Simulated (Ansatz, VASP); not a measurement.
Pt: VASP beside Ansatz

```
Pt
1.0
     0.00000    1.92766    1.92766
     1.92766    0.00000    1.92766
     1.92766    1.92766    0.00000
Pt
1
Direct
  0.00000 0.00000 0.00000
```

Alike in both runs: task single point; functional PBEsol; k mesh 10 × 10 × 10; no spin polarisation.

|  | VASP | Ansatz |
| --- | --- | --- |
| version | VASP 6.6.1 | Ansatz 0.2.0 |
| potentials or method | VASP PAW PBE potentials, release 64 (Pt) | plane waves, PAW |
| plane-wave cutoff (eV) | 520 | 420 |
| occupations | methfessel-paxton of order 1, width 0.05 eV | cold, width 0.05 eV |
| valence electrons in the cell | 10 | 18 |

|  | VASP | Ansatz | Ansatz less VASP |
| --- | --- | --- | --- |
| pressure (GPa) | 15.6 | 16.0 | +0.39 |

The two sets of potentials don't hold the same shells in valence.

Caveats: so large a pressure means that the cell lies far from this level's equilibrium, or that cutoff or potentials fall short (VASP); the potentials were made for another functional, which shifts forces and pressure (VASP). The runs have no spin-orbit coupling, so splittings on Pt are missing.
